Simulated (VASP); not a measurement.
# BaTiO3 in VASP: a series of runs, part 2 of 2

VASP 6.6.1. The steps go on from the part before.

## 5. Single point, PBE

INCAR

```
  PREC = Normal
  ENCUT = 460
  EDIFF = 1E-7
  ISMEAR = 0
  SIGMA = 0.05
  LREAL = F
  LASPH = T
  NELM = 100
  ALGO = Normal
  ISIF = 2
  LWAVE = F
  LCHARG = F
  GGA = PE
  ADDGRID = F
```

KPOINTS

```
regular mesh
0
Gamma
  4 4 4
```

POSCAR

```
BaTiO3
1.0
    4.0060000000      0.0000000000      0.0000000000
    0.0000000000      4.0060000000      0.0000000000
    0.0000000000      0.0000000000      4.0060000000
Ba Ti O
1 1 3
Direct
    0.4701120000      0.5031600000      0.5056990000
   -0.0202070000      0.0016430000     -0.0204470000
   -0.0270160000     -0.0188640000      0.5097340000
   -0.0003670000      0.4971430000     -0.0056670000
    0.4958670000     -0.0087980000      0.0064420000
```

Potentials or basis: VASP PAW PBE potentials, release 64 (Ba_sv, Ti_sv, O).

On the command line:

```console
$ cat potpaw_PBE.64/Ba_sv/POTCAR potpaw_PBE.64/Ti_sv/POTCAR potpaw_PBE.64/O/POTCAR > POTCAR
$ mpirun -np 1 vasp_std > vasp.out
```

OUTCAR:

```text
PREC = Normal
   ENCUT = 460
   EDIFF = 1E-7
   ISMEAR = 0
   LREAL = F
   LASPH = T
   NELM = 100
   ISIF = 2
   GGA = PE

 Found     36 irreducible k-points:

 Following reciprocal coordinates:
            Coordinates               Weight
  0.000000  0.000000  0.000000      1.000000
  0.250000  0.000000  0.000000      2.000000
  0.000000  0.250000  0.000000      2.000000
  0.000000  0.000000  0.250000      2.000000
  0.500000  0.000000  0.000000      1.000000
  0.000000  0.500000  0.000000      1.000000
   k-points           NKPTS =     36   k-points in BZ     NKDIM =     36   number of bands    NBANDS=     24
   number of dos      NEDOS =    301   number of ions     NIONS =      5
   total plane-waves  NPLWV =  13824
   dimension x,y,z NGX =    24 NGY =   24 NGZ =   24
   dimension x,y,z NGXF=    48 NGYF=   48 NGZF=   48
   ions per type =               1   1   3
   NGX,Y,Z   is equivalent  to a cutoff of   9.96,  9.96,  9.96 a.u.
   NGXF,Y,Z  is equivalent  to a cutoff of  19.92, 19.92, 19.92 a.u.
 SYSTEM =  unknown system
   PREC   = normal    normal or accurate (medium, high low for compatibility)
   ISTART =      0    job   : 0-new  1-cont  2-samecut
   ICHARG =      2    charge: 1-file 2-atom 10-const
   ISPIN  =      1    spin polarized calculation?
   LNONCOLLINEAR =      F non collinear calculations
   LSORBIT =      F    spin-orbit coupling
   LASPH  =      T    aspherical Exc in radial PAW
   ENCUT  =  460.0 eV  33.81 Ry    5.81 a.u.   7.01  7.01  7.01*2*pi/ulx,y,z
   NELM   =    100;   NELMIN=  2; NELMDL= -5     # of ELM steps
   EDIFF  = 0.1E-06   stopping-criterion for ELM
   LREAL  =      F    real-space projection
   EDIFFG = 0.1E-05   stopping-criterion for IOM
   NSW    =      0    number of steps for IOM
   IBRION =     -1    ionic relax: 0-MD 1-quasi-New 2-CG
   NFREE  =      0    steps in history (QN), initial steepest desc. (CG)
   ISIF   =      2    stress and relaxation
   ISYM   =      2    0-nonsym 1-usesym 2-fastsym
   POTIM  = 0.5000    time-step for ionic-motion
   TEBEG  =    0.0;   TEEND  =   0.0 temperature during run
   PSTRESS=    0.0 pullay stress
   NELECT =      40.0000    total number of electrons
   NUPDOWN=      -1.0000    fix difference up-down
   EMIN   =  10.00;   EMAX   =-10.00  energy-range for DOS
   EFERMI =   0.00;   METHOD = LEGACY
   ISMEAR =     0;   SIGMA  =   0.05  broadening in eV -4-tet -1-fermi 0-gaus
   EFERMI_NEDOS =   21; number of points for ismear=-14 and -15
   IALGO  =     38    algorithm
   IMIX   =      4    mixing-type and parameters
     AMIX     =   0.40;   BMIX     =  1.00
     AMIX_MAG =   1.60;   BMIX_MAG =  1.00
  volume/ion in A,a.u.               =      12.86        86.77
  Fermi-wavevector in a.u.,A,eV,Ry     =   1.397603  2.641087 26.576187  1.953295
  Thomas-Fermi vector in A             =   2.520843
   LORBIT       =      0    0 simple, 1 ext, 2 COOP (PROOUT), +10 PAW based schemes
   GGA     = PE    functional components
   LHFCALC =     F    Hartree Fock is set to
   AEXX    =    0.0000 exact exchange contribution
   IVDW    =     0    specifies the selected vdW correction
   LEPSILON=     F    determine dielectric tensor
   LRPA    =     F    only Hartree local field effects (RPA)
 non-spin polarized calculation
 Gauss-broadening in eV      SIGMA  =   0.05
  energy-cutoff  :      460.00
  volume of cell :       64.29
 maximum number of plane-waves:      1472
   NGX = 15   NGY = 15   NGZ = 15

 number of electron      39.9999996 magnetization

 Free energy of the ion-electron system (eV)
  ---------------------------------------------------
  ext. energy  EPLUGINS =         0.00000000
  ---------------------------------------------------
  free energy    TOTEN  =       -39.92616039 eV

  energy without entropy =      -39.92616039  energy(sigma->0) =      -39.92616039

 E-fermi :   4.1065     XC(G=0): -11.2369

 val. band max:        3.8236623204   @ k =   0.5000   0.5000   0.5000
 cond. band min:       5.7195698954   @ k =   0.0000   0.0000   0.0000
 fundamental gap:      1.8959075750
 Fermi energy:         4.1065440392

 k-point     1 :       0.0000    0.0000    0.0000
  band No.  band energies     occupation
      1     -52.7397      2.00000
      2     -28.9877      2.00000
      3     -28.9602      2.00000
      4     -28.9525      2.00000
      5     -21.0133      2.00000
      6     -13.0770      2.00000
[... 16 lines left out ...]
     23       5.8836      0.00000
     24       7.8417      0.00000
[... 112 lines left out ...]
      2     -29.0044      2.00000
      3     -28.9857      2.00000
      4     -28.9582      2.00000
      5     -20.8952      2.00000
      6     -13.3150      2.00000
[... 16 lines left out ...]
     23       7.3840      0.00000
     24       7.9115      0.00000

 [... further k-points ...]

------------------------ aborting loop because EDIFF is reached ----------------------------------------

  FORCE on cell =-STRESS in cart. coord.  units (eV):
  Direction    XX          YY          ZZ          XY          YZ          ZX
  --------------------------------------------------------------------------------------
  -------------------------------------------------------------------------------------
  Total        1.5133351      1.2685074      2.1199731     -0.0869992     -0.1129849     -0.1493438
  in kB       37.7148912     31.6133658     52.8333430     -2.1681683     -2.8157775     -3.7219017
  external PRESSURE =      40.7205333 kB  Pullay stress =       0.0000000 kB

 VOLUME and BASIS-vectors are now :
 -----------------------------------------------------------------------------
  energy-cutoff  :      460.00
  volume of cell :       64.29
      direct lattice vectors                 reciprocal lattice vectors
     4.006000000  0.000000000  0.000000000     0.249625562  0.000000000  0.000000000
     0.000000000  4.006000000  0.000000000     0.000000000  0.249625562  0.000000000
     0.000000000  0.000000000  4.006000000     0.000000000  0.000000000  0.249625562

 POSITION                                       TOTAL-FORCE (eV/Angst)
 -----------------------------------------------------------------------------------
      1.88327      2.01566      2.02583         0.390125     -0.184634     -0.393533
      3.92505      0.00658      3.92409        -0.411163      0.061920      0.036327
      3.89777      3.93043      2.04199         0.349257      0.384694      0.071280
      4.00453      1.99155      3.98330        -0.157613     -0.459135      0.260081
      1.98644      3.97076      0.02581        -0.170605      0.197156      0.025845
 -----------------------------------------------------------------------------------
    total drift:                               -0.000754     -0.000020      0.000635

  FREE ENERGIE OF THE ION-ELECTRON SYSTEM (eV)
  ---------------------------------------------------
  free  energy   TOTEN  =       -39.9261603936 eV

  energy  without entropy=      -39.9261603936  energy(sigma->0) =      -39.92616039
```

OSZICAR:

```text
N       E                     dE             d eps       ncg     rms          rms(c)
DAV:   1     0.420677393811E+03    0.42068E+03   -0.19114E+04  1728   0.163E+03
DAV:   2    -0.106296637967E+02   -0.43131E+03   -0.42371E+03  2168   0.459E+02
DAV:   3    -0.492315114916E+02   -0.38602E+02   -0.38311E+02  2192   0.140E+02
DAV:   4    -0.507733421254E+02   -0.15418E+01   -0.15410E+01  2616   0.263E+01
DAV:   5    -0.508109420045E+02   -0.37600E-01   -0.37597E-01  2256   0.357E+00    0.232E+01
DAV:   6    -0.400729138278E+02    0.10738E+02   -0.74720E+01  2688   0.777E+01    0.101E+01
DAV:   7    -0.400808267689E+02   -0.79129E-02   -0.12113E+01  2160   0.258E+01    0.654E+00
DAV:   8    -0.399096894778E+02    0.17114E+00   -0.10515E+00  2344   0.997E+00    0.278E+00
DAV:   9    -0.399393462916E+02   -0.29657E-01   -0.24059E-01  2336   0.365E+00    0.118E+00
DAV:  10    -0.399271155083E+02    0.12231E-01   -0.81686E-02  2304   0.300E+00    0.396E-01
DAV:  11    -0.399262139763E+02    0.90153E-03   -0.71255E-03  2672   0.699E-01    0.594E-02
DAV:  12    -0.399261776512E+02    0.36325E-04   -0.37699E-04  2000   0.179E-01    0.349E-02
DAV:  13    -0.399261593801E+02    0.18271E-04   -0.26078E-04  2336   0.172E-01    0.127E-02
DAV:  14    -0.399261606975E+02   -0.13174E-05   -0.25272E-05  2384   0.377E-02    0.638E-03
DAV:  15    -0.399261606333E+02    0.64211E-07   -0.14962E-06  2216   0.105E-02    0.509E-03
DAV:  16    -0.399261604227E+02    0.21061E-06   -0.10519E-06  2312   0.807E-03    0.121E-03
DAV:  17    -0.399261603936E+02    0.29093E-07   -0.96725E-08  1000   0.304E-03
   1 F= -.39926160E+02 E0= -.39926160E+02  d E =-.553455E-17
```

stdout:

```text
POSCAR found type information on POSCAR BaTiO
 POSCAR found :  3 types and       5 ions
 scaLAPACK will be used
 LDA part: xc-table for (Slater+PW92), standard interpolation
 POSCAR, INCAR and KPOINTS ok, starting setup
 FFT: planning ... GRIDC
 FFT: planning ... GRID_SOFT
 FFT: planning ... GRID
 WAVECAR not read
 entering main loop
```

It took 16 s on 1 thread of Intel Xeon 6975P-C (Granite Rapids), shared host; peak memory 0.17 GiB.

These settings aren't checked as converged: the numbers below hold their error.

Results:

| Quantity | Value |
| --- | --- |
| Free energy | -39.9262 eV |
| Pressure | 4.1 GPa |
| Largest force | 0.584 eV/Å |
| Band gap on the k mesh | 1.90 eV, indirect (least direct gap 2.18 eV) |

Caveat: the cutoff is under 1.25 times the usual one of these potentials, so pressure, stress and relaxed cells hold a basis-set (Pulay) error; spin-orbit coupling is left out, which moves the levels of the heavy elements.

## 6. For comparison

An earlier run on the cell as given: functional PBEsol; potentials or basis VASP PAW PBE potentials, release 64 (Ba_sv, Ti_sv, O); cutoff 520 eV; k mesh 7 × 7 × 7; occupations fermi-dirac, width 0.05 eV; no spin polarisation.

* Pressure: -2.8 GPa
* Band gap on the k mesh: 1.76 eV, indirect (least direct gap 1.84 eV)
